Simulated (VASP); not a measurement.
# HCl: single point with LDA

The system is HCl.

```
CELL_PARAMETERS angstrom
-1.80378 1.80357 2.49537
1.80378 -1.80357 2.49537
1.80378 1.80357 -2.49537
ATOMIC_POSITIONS crystal
H 0.70297 0.70297 0.00000
Cl 0.96503 0.96503 0.00000
```

The cell comes from a database or a generator and needn't be the stable form of this composition.

```yaml
Program: VASP 6.6.1
Task: single point
Functional: LDA
Potentials_or_basis: VASP PAW LDA potentials, release 64 (H, Cl)
Cutoff: 520 eV
k_mesh: 10 × 10 × 10
Occupations: gaussian, width 0.02 eV
Spin: no spin polarisation
Dipole_correction: no
Further_INCAR_settings: ALGO = Normal; EDIFF = 1e-07; NBANDS = 11
```

- Pressure: -0.3 GPa
- Largest force: 0.083 eV/Å
- Band gap on the k mesh: 4.56 eV, indirect (least direct gap 4.78 eV)

Forces on the atoms (eV/Å):
```
H    0.000  0.000  0.083
Cl   0.000  0.000 -0.083
```

Stress tensor (GPa, compression positive):
```
-0.13  0.00  0.00
 0.00 -0.12  0.00
 0.00  0.00 -0.63
```

Levels at points of the mesh, in eV from the valence-band top:
```csv
k point,band 1,band 2,band 3,band 4,band 5,band 6,band 7,band 8
"(0.00, 0.00, 0.00)",-14.75,-3.52,0.00,0.00,4.78,10.81,11.70,11.71
"(0.50, 0.00, 0.00)",-14.09,-5.15,-1.45,-0.39,6.83,8.80,11.53,11.70
"(0.00, 0.50, 0.00)",-14.09,-5.15,-1.45,-0.39,6.83,8.80,11.53,11.70
"(0.50, 0.50, 0.00)",-13.94,-4.44,-2.67,-0.83,5.06,8.34,13.76,13.97
"(0.50, 0.50, 0.50)",-13.76,-5.80,-1.09,-1.09,4.56,9.05,13.45,17.25
```

Wall time 32 s on 1 thread of Intel(R) Xeon(R) Platinum 8488C (Sapphire Rapids), on a shared host, peak memory 0.17 GiB.

A k mesh can miss the band edges. A hybrid or GW would open this gap; LDA tends to underestimate it.
